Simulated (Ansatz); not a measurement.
An Ansatz input:

```yaml
crystal:
  lattice:
    - [2.3559356332, 0.0, 0.0]
    - [0.0, 2.3559356332, 0.0]
    - [0.0, 0.0, 2.3559356332]
  atoms:
    - { symbol: Cr, position: [0.0, 0.0, 0.0], spin: 1.5 }
hamiltonian:
  xc: rpbe
  pseudopotentials:
    kind: paw
    azcp:
      Cr: "pseudopotentials/Cr.paw.azcp"
basis:
  ecutwfc: 420
  fft_grid_basis: typed
kpoints:
  mp_grid: { grid: [15, 15, 15], shift: [0, 0, 0] }
magnetization:
  spin_polarized: true
scf:
  occupations: { method: fermi_dirac, width: 0.05 }
  lower_state_search: "off"
output:
  stress: true
```

Output

```
Engine: ansatz 0.2.0, x86_64-unknown-linux-gnu
Pseudopotentials: kind: paw
Pseudopotential: Cr, paw, valence charge 14, recommended cutoff 420 eV (normal) 
Functional definition: RPBE
  parameter kappa = 0.804
  parameter beta = 0.06672455060314922
  exchange = rpbe_x(kappa = kappa, mu = beta*pi^2/3)
  correlation = pbe_c(beta = beta)
Crystal: 1 atoms, lattice volume = 13.076 Å³
Basis set: ecut = 420 eV, 251 PW (Γ)
Bands: 12, of which v1, the nominal top of the filled ones, is band 7 counted from 1 (6 counted from 0)
Symmetry: 48 space group operations
Space group: Pm-3m (ITA 221), of the structure as read, at distance tolerance 2.4e-5 Å
Magnetic group: BNS 221.92 (UNI 1594), of the structure as read, at distance tolerance 2.4e-5 Å
k-points: 120 of 3375
Non-local potential: Cr, projectors of the file, l = 0: 3, l = 1: 2, l = 2: 3, l = 3: 1
PAW form: soft (Blöchl's): semilocal exchange-correlation on the pseudo side does not see the compensation charge
PAW frozen core: Cr, regenerated for the run's functional, and the local potential with it (the file was generated under x = pbe(κ = 0.804, μ = 0.2195149727645171), c = pbe(β = 0.06672455060314922))
PAW one-centre angular grid: Cr, 590 points (default); XC on 64 Gauss nodes
Initial density: superposition of atomic densities (chi_scale 0.1, normalization cell)
Starting moments: Σ|m| = 1.5 μB on 1 of 1 site
Initial wavefunctions: pseudopotential atomic-orbital guess
Functional: x = rpbe, c = pbe(β = 0.06672455060314922)
SCF iter   1: F=—  HF=-3381.954917 eV  |F-HF|=—  |Δ(HF+E_count)|=         —  Δρ=1.80e-1 (↑1.80e-1 ↓4.80e-2)  dr2=3.76e0  dr2_m=1.06e0  M=0.551 μB ∫|m|=0.556 μB  β_m=0.30  ethr=3.10e-3  ⟨swp⟩=3.7  Hψ=13284  notcnv=0
SCF iter   2: F=—  HF=-3381.313165 eV  |F-HF|=—  |Δ(HF+E_count)|=   6.42e-1  Δρ=1.07e-1 (↑1.07e-1 ↓4.26e-2)  dr2=1.03e0  dr2_m=5.26e-1  M=0.533 μB ∫|m|=0.540 μB  β_m=0.30  ethr=3.10e-3  ⟨swp⟩=2.9  Hψ=7338  notcnv=0  defer=99
SCF iter   3: F=—  HF=-3381.132359 eV  |F-HF|=—  |Δ(HF+E_count)|=   1.81e-1  Δρ=5.12e-2 (↑4.47e-2 ↓5.12e-2)  dr2=3.90e-2  dr2_m=2.51e-1  M=0.529 μB ∫|m|=0.537 μB  β_m=0.30  ethr=3.10e-3  ⟨swp⟩=2.7  Hψ=5334  notcnv=0  defer=99
SCF iter   4: F=—  HF=-3381.146889 eV  |F-HF|=—  |Δ(HF+E_count)|=   1.45e-2  Δρ=3.77e-2 (↑3.77e-2 ↓3.36e-2)  dr2=2.07e-3  dr2_m=1.52e-1  M=0.497 μB ∫|m|=0.505 μB  β_m=0.30  ethr=2.78e-4  ⟨swp⟩=2.4  Hψ=7346  notcnv=0  defer=62
SCF iter   5: F=—  HF=-3381.163666 eV  |F-HF|=—  |Δ(HF+E_count)|=   1.68e-2  Δρ=2.87e-2 (↑2.74e-2 ↓2.87e-2)  dr2=3.17e-4  dr2_m=9.43e-2  M=0.467 μB ∫|m|=0.474 μB  β_m=0.30  ethr=1.48e-5  ⟨swp⟩=2.3  Hψ=5369  notcnv=0  defer=62
SCF iter   6: F=—  HF=-3381.176092 eV  |F-HF|=—  |Δ(HF+E_count)|=   1.24e-2  Δρ=2.32e-2 (↑2.30e-2 ↓2.32e-2)  dr2=1.45e-5  dr2_m=6.40e-2  M=0.432 μB ∫|m|=0.439 μB  β_m=0.30  ethr=2.26e-6  ⟨swp⟩=2.0  Hψ=5479  notcnv=0  defer=62
...
SCF iter  18: F=-3381.205282 eV  HF=-3381.205282 eV  |F-HF|=5.71e-9  |Δ(HF+E_count)|=   1.70e-7  Δρ=1.31e-5 (↑1.31e-5 ↓1.27e-5)  dr2=1.40e-10  dr2_m=1.98e-8  M=-0.003 μB ∫|m|=0.003 μB  β_m=1.00  ethr=2.26e-12  ⟨swp⟩=1.0  Hψ=9088  notcnv=0
iter 19 did not close the SCF: its close was put off for a magnetic moment that had not settled (scf_convergence_deferred on its scf_iter line)
SCF iter  19: F=-3381.205283 eV  HF=-3381.205283 eV  |F-HF|=3.17e-10  |Δ(HF+E_count)|=   9.12e-8  Δρ=3.22e-6 (↑3.06e-6 ↓3.22e-6)  dr2=3.42e-11  dr2_m=1.15e-9  M=-0.001 μB ∫|m|=0.001 μB  β_m=1.00  ethr=1.00e-12  ⟨swp⟩=1.0  Hψ=9160  notcnv=0
iter 20 did not close the SCF: its close was put off for a magnetic moment that had not settled (scf_convergence_deferred on its scf_iter line)
SCF iter  20: F=-3381.205283 eV  HF=-3381.205283 eV  |F-HF|=8.19e-12  |Δ(HF+E_count)|=   5.38e-9  Δρ=4.90e-7 (↑4.40e-7 ↓4.90e-7)  dr2=5.75e-13  dr2_m=2.54e-11  M=-0.000 μB ∫|m|=0.000 μB  β_m=1.00  ethr=1.00e-12  ⟨swp⟩=1.0  Hψ=8763  notcnv=0
SCF iter  21: F=-3381.205283 eV  HF=-3381.205283 eV  |F-HF|=0.00e0  |Δ(HF+E_count)|=  1.11e-10  Δρ=7.65e-8 (↑6.10e-8 ↓7.65e-8)  dr2=2.31e-13  dr2_m=4.33e-13  M=0.000 μB ∫|m|=0.000 μB  ethr=1.00e-12  ⟨swp⟩=1.0  Hψ=7428  notcnv=0
WARN: the starting moments were not kept: the SCF closed with an absolute magnetisation of 1.2e-5 μB, where they sum to 1.5 μB in size (1 site). That is at most 0.1 of that sum. Measured as dr2_m measures the in/out step, that magnetisation stands 1.2e-10 eV from none, at or under the dr2_threshold of 1.0e-7 eV: it is no larger than a step whose dr2_m would equal this threshold. The system may hold no moment; this SCF shows only that its start led to no more than that. To try another start: raise the starting moments (crystal.atoms[].spin, magnetization.per_species, magnetization.initial_magnetization, or on a non-collinear deck that types none of these the spinor_matrix: blocks that start its atoms; where the total moment is fixed, keep their sum and leave initial_magnetization as it is; typed ones take the place of any that the run laid by itself, positive ones on a crystal's lanthanoids without a Hubbard term where scf.initial_density.shell_occupations: [] is typed) or, if the notice of its spin-set hold's release reads "site moments contracting" or "site moments show no strong build", lengthen the hold (scf.mixing.spin_hold: { on: { confirm: 4 } }; for m-r²SCAN on two components see the key's manual first). Each may lead to a state that holds a moment. A second SCF, from the converged charge density, with the starting moments and any scf.initial_density.shell_occupations laid on it anew, would have followed, and was not run: the deck does not ask for one (magnetization.retry_lost_moments is false, the default). To let it run, set magnetization.retry_lost_moments: true and run the deck again, where that key's refused combinations let it; where memory then withholds it, that run's warning says so.
SCF 1 converged in 21 iterations: F = -3381.205283 eV  dr2 = 2.31e-13
SCF converged after 21 iterations
Magnetization: 0.0000 μB (7.0000 up, 7.0000 down)
Absolute magnetization: 0.0000 μB (∫|ρ↑−ρ↓|, with the PAW one-centre terms)
Spin contamination: 0.0000 ħ² per cell (⟨S²⟩ above its minimum at these occupations)
Per-site moments (μB) at R_I (Å): [(1.0516886980719425e-5, 0.971823448695)]
Free energy (F): -3381.205283 eV
Harris-Foulkes:  -3381.205283 eV  (|F-HF|=0.00e0)
Internal energy: -3381.188308 eV  (E = F + TS)
E sigma→0 (E₀):  -3381.196795 eV
Entropy (-TS):   -0.016975 eV (-16.975 meV/atom)
Fermi energy:    16.948348 eV
--- Per-component energies (eV) ---
  E_band       = -176.608254
  E_kinetic    = 344.005609
  E_local      = -1349.397180  (includes V_loc(G=0)·N_el)
  E_nonlocal   = 80.295559
  E_hartree    = 584.272753
  E_xc         = -139.389086
  E_vxc        = -177.505954  (∫ρ·V_xc dr)
  E_paw        = -1201.432788  (= ΣΔE_a)
  E_vpaw       = -242.552169  (= ΣTr[D̂ρ^β])
  E_aug_tail   = 0.000392  (compensation charges beyond the density's cutoff)
  E_ewald      = -1699.492792
  E_core_change = -0.050776  (= ΣΔE_core)
  E_smearing   = -0.016975  (= −TS)
  E_closure    = -0.000000  (closes the sum)
  Σ components = -3381.205283   (vs F -3381.205283, Δ=0.00e0)
--- Stress (GPa, compression-positive) ---
        1.025510       0.000000      -0.000000
        0.000000       1.025510       0.000000
        0.000000       0.000000       1.025510
  P = ⅓ Tr σ = 1.0255 GPa (10.255 kbar)
```

Command:

```sh
ansatz run input.yaml --threads 2 --pin off --max-ram 5120MiB --backend cpu --events-out ev --progress --plain --runs-dir out
```

On 2 threads of AMD EPYC 9R45 (Zen 5) (shared host) this took about 1.6 s of wall time and 2.6 s of CPU time.
